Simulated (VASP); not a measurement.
# SrO in VASP: how settings move the r2SCAN single point

The r2SCAN single point of the published phase of SrO, under -5.0 % equal strain in all directions is repeated with altered inputs. Which of them can be trusted?

The COD entry's cell or inner coordinates are ideal or old and differ from later refinements, so a difference from it is no clean test against experiment.

The runs shown are made with VASP 6.6.1. PAW datasets, plane waves. Calculated at 0 K for a non-magnetic (in the reference) cell.

### 1 The structure to begin with

The cell comes from an earlier relaxation with r2SCAN in another program. Some of the altered inputs switch spin polarisation on.

The symmetry is Fm-3m (No. 225, cubic); conventional cell a = 4.904 Å, 14.75 Å³ an atom. Near Sr stand 6 O at 2.45 Å; near O stand 6 Sr at 2.45 Å.

As a file:

```
CELL_PARAMETERS angstrom
0.00000 2.45219 2.45219
2.45219 0.00000 2.45219
2.45219 2.45219 0.00000
ATOMIC_POSITIONS crystal
Sr 0.50000 0.50000 0.50000
O 0.00000 0.00000 0.00000
```

### 2 The reference run

INCAR reads:

```
ENCUT = 520.000000
SIGMA = 0.010000
EDIFF = 1.00e-07
ALGO = Normal
METAGGA = R2SCAN
PREC = Accurate
IBRION = -1
ISIF = 2
ISMEAR = 0
NBANDS = 15
NELM = 120
NSW = 0
LASPH = .TRUE.
LCHARG = .TRUE.
LELF = .TRUE.
LWAVE = .FALSE.
LREAL = .FALSE.
```

KPOINTS reads:

```
KPOINTS created by Atomic Simulation Environment
0
Gamma
8 8 8
0 0 0
```

POSCAR reads:

```
Sr O
 1.0000000000000000
     0.0000000000000000    2.4521880273000001    2.4521880273000001
     2.4521880273000001    0.0000000000000000    2.4521880273000001
     2.4521880273000001    2.4521880273000001    0.0000000000000000
 Sr  O
   1   1
Cartesian
  2.4521880273000001  2.4521880273000001  2.4521880273000001
  0.0000000000000000  0.0000000000000000  0.0000000000000000
```

A file KPOINTS_OPT adds named points for the levels; it doesn't enter the self-consistent loop.

Potentials: the recommended PBE PAW datasets, 16 valence electrons.

Run with:

```
$ mpirun -np 1 vasp_std
```

The closing lines of the self-consistent loop in OSZICAR:

```text
DAV:  14    -0.267640775729E+02    0.42530E-06   -0.70891E-07  1122   0.855E-03    0.429E-03
DAV:  15    -0.267640773755E+02    0.19747E-06   -0.79004E-08   778   0.316E-03    0.914E-04
DAV:  16    -0.267640774026E+02   -0.27170E-07   -0.19675E-08   477   0.112E-03
   1 F= -.26764077E+02 E0= -.26764077E+02  d E =-.189186E-27
```

Run time: 60 s. Hardware: 1 MPI rank of Intel Xeon Platinum 8488C, shared host; peak memory 0.17 GiB.

Values of the reference: energy (σ→0) -26.7641 eV, pressure 21.12 GPa, gap on the mesh 3.57 eV.

### 3 Try 1

Changes to INCAR since step 2:

```diff
@@ -13,5 +13,6 @@
 LASPH = .TRUE.
-LCHARG = .TRUE.
-LELF = .TRUE.
+LCHARG = .FALSE.
 LWAVE = .FALSE.
 LREAL = .FALSE.
+ISPIN = 2
+MAGMOM = 2 2
```

KPOINTS is that of step 2.

POSCAR is that of step 2.

Run with:

```
$ mpirun -np 1 vasp_std
```

Standard output, without the iteration lines:

```text
POSCAR found type information on POSCAR SrO
 POSCAR found :  2 types and       2 ions
 -----------------------------------------------------------------------------
|                                                                             |
|                                                                             |
|     You enforced a specific xc type in the INCAR file but a different       |
|     I HOPE YOU KNOW WHAT YOU ARE DOING!                                     |
|                                                                             |
 -----------------------------------------------------------------------------

 LDA part: xc-table for (None), standard interpolation
 POSCAR, INCAR and KPOINTS ok, starting setup
 FFT: planning ... GRIDC
 FFT: planning ... GRID_SOFT
 FFT: planning ... GRID
 WAVECAR not read
 entering main loop
```

OSZICAR:

```text
N       E                     dE             d eps       ncg     rms          rms(c)
DAV:   1     0.456623750919E+02    0.45662E+02   -0.86040E+03  1748   0.105E+03
DAV:   2    -0.275821872375E+02   -0.73245E+02   -0.67460E+02  2412   0.226E+02
DAV:   3    -0.312167255768E+02   -0.36345E+01   -0.36122E+01  2583   0.419E+01
DAV:   4    -0.312836409478E+02   -0.66915E-01   -0.66898E-01  2003   0.461E+00
DAV:   5    -0.312845751839E+02   -0.93424E-03   -0.93423E-03  2130   0.484E-01    0.264E+01
DAV:   6    -0.263433083867E+02    0.49413E+01   -0.41652E+00  2405   0.173E+01    0.206E+01
DAV:   7    -0.267286792181E+02   -0.38537E+00   -0.41156E-01  1845   0.571E+00    0.124E+01
DAV:   8    -0.267610757306E+02   -0.32397E-01   -0.75242E-02  1845   0.256E+00    0.592E+00
DAV:   9    -0.267589010973E+02    0.21746E-02   -0.15745E-02  2048   0.137E+00    0.108E+00
DAV:  10    -0.267635238777E+02   -0.46228E-02   -0.34020E-03  2257   0.497E-01    0.297E-01
DAV:  11    -0.267639757102E+02   -0.45183E-03   -0.81629E-04  1992   0.247E-01    0.129E-01
DAV:  12    -0.267640733465E+02   -0.97636E-04   -0.96996E-05  1803   0.106E-01    0.855E-02
DAV:  13    -0.267640751835E+02   -0.18370E-05   -0.11227E-05  1936   0.372E-02    0.349E-02
DAV:  14    -0.267640775895E+02   -0.24061E-05   -0.36074E-06  2188   0.176E-02    0.152E-02
DAV:  15    -0.267640777273E+02   -0.13778E-06   -0.78144E-07  2155   0.763E-03    0.705E-03
DAV:  16    -0.267640775448E+02    0.18246E-06   -0.33848E-07  1887   0.575E-03    0.255E-03
DAV:  17    -0.267640774121E+02    0.13272E-06   -0.43524E-08  1213   0.202E-03    0.411E-04
DAV:  18    -0.267640773806E+02    0.31499E-07   -0.79244E-09   940   0.826E-04
   1 F= -.26764077E+02 E0= -.26764077E+02  d E =-.190764E-27  mag=     0.0000
```

OUTCAR, selected sections:

```text
k-points           NKPTS =     29   k-points in BZ     NKDIM =     29   number of bands    NBANDS=     15

   NELECT =      16.0000    total number of electrons

   dimension x,y,z NGX =    28 NGY =   28 NGZ =   28
   dimension x,y,z NGXF=    56 NGYF=   56 NGZF=   56

  energy-cutoff  :      520.00
  volume of cell :       29.49
      direct lattice vectors                 reciprocal lattice vectors
     0.000000000  2.452188027  2.452188027    -0.203899536  0.203899536  0.203899536
     2.452188027  0.000000000  2.452188027     0.203899536 -0.203899536  0.203899536
     2.452188027  2.452188027  0.000000000     0.203899536  0.203899536 -0.203899536

 k-points in reciprocal lattice and weights: KPOINTS created by Atomic Simulation Env
   0.00000000  0.00000000  0.00000000       0.002
   0.12500000  0.00000000  0.00000000       0.016
   0.25000000  0.00000000  0.00000000       0.016
   0.37500000  0.00000000  0.00000000       0.016
   0.50000000  0.00000000  0.00000000       0.008
   0.12500000  0.12500000  0.00000000       0.012
   0.25000000  0.12500000  0.00000000       0.047
   0.37500000  0.12500000  0.00000000       0.047
[... 21 more k-points ...]

 E-fermi :   2.1874

 k-point     1 :       0.0000    0.0000    0.0000
  band No.  band energies     occupation
      1     -30.9550      1.00000
      2     -14.1281      1.00000
      3     -11.7802      1.00000
      4     -11.7802      1.00000
      5     -11.7802      1.00000
      6       2.0687      1.00000
      7       2.0687      1.00000
      8       2.0687      1.00000
      9       7.8922      0.00000
     10       9.1373      0.00000
     11       9.1373      0.00000
     12       9.1373      0.00000
     13      11.8027      0.00000
     14      11.8027      0.00000
     15      16.0984      0.00000

 k-point     2 :       0.1250    0.0000    0.0000
  band No.  band energies     occupation
      1     -30.9179      1.00000
      2     -14.4718      1.00000
      3     -11.7956      1.00000
      4     -11.7956      1.00000
      5     -11.5200      1.00000
      6       1.6038      1.00000
      7       1.8141      1.00000
      8       1.8141      1.00000
      9       8.6274      0.00000
     10       8.9758      0.00000
     11       9.5036      0.00000
     12       9.5036      0.00000
     13      12.3278      0.00000
     14      12.3278      0.00000
     15      17.2828      0.00000

 k-point     3 :       0.2500    0.0000    0.0000
  band No.  band energies     occupation
      1     -30.8265      1.00000
      2     -15.1251      1.00000
      3     -11.8319      1.00000
      4     -11.8319      1.00000
      5     -11.0703      1.00000
      6       0.6960      1.00000
      7       1.2701      1.00000
      8       1.2701      1.00000
      9       8.9863      0.00000
     10      10.2727      0.00000
     11      10.5054      0.00000
     12      10.5054      0.00000
     13      13.6251      0.00000
     14      13.6251      0.00000
     15      19.7563      0.00000

[... the tables of k-points 4 to 29 left out ...]

  Total        3.8880512      3.8880512      3.8880512      0.0000000     -0.0000000     -0.0000000
  in kB      211.2278876    211.2278876    211.2278876      0.0000000     -0.0000000     -0.0000000
  external PRESSURE =     211.2278876 kB  Pullay stress =       0.0000000 kB

 POSITION                                       TOTAL-FORCE (eV/Angst)
 -----------------------------------------------------------------------------------
      2.45219      2.45219      2.45219         0.000000      0.000000      0.000000
      0.00000      0.00000      0.00000        -0.000000     -0.000000     -0.000000
 -----------------------------------------------------------------------------------
    total drift:                                0.000000      0.000000      0.000000

  FREE ENERGIE OF THE ION-ELECTRON SYSTEM (eV)
  ---------------------------------------------------
  free  energy   TOTEN  =       -26.7640773806 eV

  energy  without entropy=      -26.7640773806  energy(sigma->0) =      -26.76407738
```

Run time: 2.1 min. Hardware: 1 MPI rank of Intel Xeon Platinum 8488C, shared host; peak memory 0.19 GiB.

Changed: ISPIN = 2, MAGMOM = 2 2. The run ends normally. Against the reference the energy moves by less than 0.1 meV/atom. The run starts with moments and ends with 0.00 μB a cell: no net moment is left.

### 4 Try 2

INCAR reads:

```
SIGMA = 0.010000
EDIFF = 1.00e-07
ALGO = Normal
METAGGA = R2SCAN
PREC = Accurate
IBRION = -1
ISIF = 2
ISMEAR = 0
NBANDS = 15
NELM = 120
NSW = 0
LASPH = .TRUE.
LCHARG = .FALSE.
LWAVE = .FALSE.
LREAL = .FALSE.
ENCUT = 400
```

KPOINTS is that of step 2.

POSCAR is that of step 2.

Run with:

```
$ mpirun -np 1 vasp_std
```

Standard output, without the iteration lines:

```text
POSCAR found type information on POSCAR SrO
 POSCAR found :  2 types and       2 ions
 -----------------------------------------------------------------------------
|                                                                             |
|                                                                             |
|     You enforced a specific xc type in the INCAR file but a different       |
|     I HOPE YOU KNOW WHAT YOU ARE DOING!                                     |
|                                                                             |
 -----------------------------------------------------------------------------

 LDA part: xc-table for (None), standard interpolation
 POSCAR, INCAR and KPOINTS ok, starting setup
 FFT: planning ... GRIDC
 FFT: planning ... GRID_SOFT
 FFT: planning ... GRID
 WAVECAR not read
 entering main loop
```

OSZICAR:

```text
N       E                     dE             d eps       ncg     rms          rms(c)
DAV:   1     0.275429883774E+02    0.27543E+02   -0.67939E+03   877   0.844E+02
DAV:   2    -0.317919506474E+02   -0.59335E+02   -0.54208E+02  1254   0.192E+02
DAV:   3    -0.345055961640E+02   -0.27136E+01   -0.26974E+01  1133   0.344E+01
DAV:   4    -0.345643662581E+02   -0.58770E-01   -0.58765E-01  1061   0.421E+00
DAV:   5    -0.345653851221E+02   -0.10189E-02   -0.10189E-02  1083   0.512E-01    0.220E+01
DAV:   6    -0.266967396262E+02    0.78686E+01   -0.42219E+00  1206   0.179E+01    0.202E+01
DAV:   7    -0.267828765100E+02   -0.86137E-01   -0.23447E-01   884   0.435E+00    0.109E+01
DAV:   8    -0.267966615699E+02   -0.13785E-01   -0.79416E-02   891   0.299E+00    0.120E+00
DAV:   9    -0.267893996722E+02    0.72619E-02   -0.17497E-02  1052   0.131E+00    0.349E-01
DAV:  10    -0.267898591338E+02   -0.45946E-03   -0.13342E-03   954   0.344E-01    0.131E-01
DAV:  11    -0.267900561265E+02   -0.19699E-03   -0.20868E-04   898   0.165E-01    0.110E-01
DAV:  12    -0.267900275129E+02    0.28614E-04   -0.58548E-05   989   0.787E-02    0.178E-02
DAV:  13    -0.267900273942E+02    0.11869E-06   -0.43866E-06  1101   0.200E-02    0.206E-02
DAV:  14    -0.267900269613E+02    0.43289E-06   -0.83849E-07  1052   0.916E-03    0.671E-03
DAV:  15    -0.267900267758E+02    0.18553E-06   -0.94450E-08   841   0.296E-03    0.179E-04
DAV:  16    -0.267900267857E+02   -0.98621E-08   -0.10046E-08   477   0.830E-04
   1 F= -.26790027E+02 E0= -.26790027E+02  d E =-.126541E-30
```

Parts of OUTCAR:

```text
k-points           NKPTS =     29   k-points in BZ     NKDIM =     29   number of bands    NBANDS=     15

   NELECT =      16.0000    total number of electrons

   dimension x,y,z NGX =    24 NGY =   24 NGZ =   24
   dimension x,y,z NGXF=    48 NGYF=   48 NGZF=   48

  energy-cutoff  :      400.00
  volume of cell :       29.49
      direct lattice vectors                 reciprocal lattice vectors
     0.000000000  2.452188027  2.452188027    -0.203899536  0.203899536  0.203899536
     2.452188027  0.000000000  2.452188027     0.203899536 -0.203899536  0.203899536
     2.452188027  2.452188027  0.000000000     0.203899536  0.203899536 -0.203899536

 k-points in reciprocal lattice and weights: KPOINTS created by Atomic Simulation Env
   0.00000000  0.00000000  0.00000000       0.002
   0.12500000  0.00000000  0.00000000       0.016
   0.25000000  0.00000000  0.00000000       0.016
   0.37500000  0.00000000  0.00000000       0.016
   0.50000000  0.00000000  0.00000000       0.008
   0.12500000  0.12500000  0.00000000       0.012
   0.25000000  0.12500000  0.00000000       0.047
   0.37500000  0.12500000  0.00000000       0.047
[... 21 more k-points ...]

 E-fermi :   2.1850

 k-point     1 :       0.0000    0.0000    0.0000
  band No.  band energies     occupation
      1     -30.9566      2.00000
      2     -14.1340      2.00000
      3     -11.7803      2.00000
      4     -11.7803      2.00000
      5     -11.7803      2.00000
      6       2.0587      2.00000
      7       2.0587      2.00000
      8       2.0587      2.00000
      9       7.8856      0.00000
     10       9.1375      0.00000
     11       9.1375      0.00000
     12       9.1375      0.00000
     13      11.8031      0.00000
     14      11.8031      0.00000
     15      16.0958      0.00000

 k-point     2 :       0.1250    0.0000    0.0000
  band No.  band energies     occupation
      1     -30.9194      2.00000
      2     -14.4773      2.00000
      3     -11.7956      2.00000
      4     -11.7956      2.00000
      5     -11.5213      2.00000
      6       1.5942      2.00000
      7       1.8043      2.00000
      8       1.8043      2.00000
      9       8.6206      0.00000
     10       8.9753      0.00000
     11       9.5034      0.00000
     12       9.5034      0.00000
     13      12.3282      0.00000
     14      12.3282      0.00000
     15      17.2802      0.00000

 k-point     3 :       0.2500    0.0000    0.0000
  band No.  band energies     occupation
      1     -30.8282      2.00000
      2     -15.1297      2.00000
      3     -11.8318      2.00000
      4     -11.8318      2.00000
      5     -11.0729      2.00000
      6       0.6879      2.00000
      7       1.2604      2.00000
      8       1.2604      2.00000
      9       8.9856      0.00000
     10      10.2686      0.00000
     11      10.5049      0.00000
     12      10.5049      0.00000
     13      13.6265      0.00000
     14      13.6265      0.00000
     15      19.7538      0.00000

[... the tables of k-points 4 to 29 left out ...]

  Total        3.3288721      3.3288721      3.3288721      0.0000000      0.0000000     -0.0000000
  in kB      180.8491196    180.8491196    180.8491196      0.0000000      0.0000000     -0.0000000
  external PRESSURE =     180.8491196 kB  Pullay stress =       0.0000000 kB

 POSITION                                       TOTAL-FORCE (eV/Angst)
 -----------------------------------------------------------------------------------
      2.45219      2.45219      2.45219         0.000000      0.000000     -0.000000
      0.00000      0.00000      0.00000        -0.000000     -0.000000      0.000000
 -----------------------------------------------------------------------------------
    total drift:                                0.000000     -0.000000     -0.000000

  FREE ENERGIE OF THE ION-ELECTRON SYSTEM (eV)
  ---------------------------------------------------
  free  energy   TOTEN  =       -26.7900267857 eV

  energy  without entropy=      -26.7900267857  energy(sigma->0) =      -26.79002679
```

It took 30 s on 1 MPI rank of Intel Xeon Platinum 8488C, shared host; peak memory 0.15 GiB.

Changed: ENCUT = 400. VASP runs to the end. Against the reference the energy moves by -13.0 meV/atom; the pressure goes from 21.1 to 18.1 GPa. These settings are too coarse to quote the result as the crystal's.

### 5 Comparison

| run | changed | ending | energy change (meV/atom) | pressure (GPa) | gap on the mesh (eV; negative: overlap) | electronic steps | time | usable |
| --- | --- | --- | --- | --- | --- | --- | --- | --- |
| ref. | – | converged | 0 | 21.1 | 3.57 | 16 | 60 s | yes |
| 1 | ISPIN = 2, MAGMOM = 2 2 | converged | 0.0 | 21.1 | – | 18 | 2.1 min | yes |
| 2 | ENCUT = 400 | converged | -13.0 | 18.1 | 3.58 | 16 | 30 s | no |

What this shows: Of 2 altered inputs, 1 ended normally on a faulty or unsound input, 1 gave usable results.
